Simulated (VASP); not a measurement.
Here is a VASP 6.6.1 calculation.

File INCAR:

```
PREC = Accurate
ENCUT = 520
EDIFF = 1E-6
ISMEAR = 0
SIGMA = 0.02
LREAL = F
LASPH = T
NELM = 80
ALGO = Fast
ISIF = 2
LWAVE = F
LCHARG = F
GGA = PE
IVDW = 12
NBANDS = 15
```

KPOINTS

```
Automatic mesh
0
Gamma
  6 6 4
```

POSCAR

```
MgI2
1.0
    4.1244730574      0.0000000028      0.0000000000
   -2.0622365311      3.5718984435      0.0000000000
    0.0000000000      0.0000000000      6.8394340231
Mg I
1 2
Direct
    0.0000000000      0.0000000000      0.0000000000
    0.3333333333      0.6666666667      0.2452670622
    0.6666666667      0.3333333333      0.7547329378
```

Potentials or basis: VASP PAW PBE potentials, release 64 (Mg, I).

Launch:

```sh
$ cat potpaw_PBE.64/Mg/POTCAR potpaw_PBE.64/I/POTCAR > POTCAR
$ mpirun -np 1 vasp_std > vasp.out
```

(1) Estimate the pressure.

(2) Predict the dispersion energy per atom.

(3) Predict the largest force.

## Answers

(1) -0.1 GPa.

(2) -0.315 eV.

(3) 0.009 eV/Å.
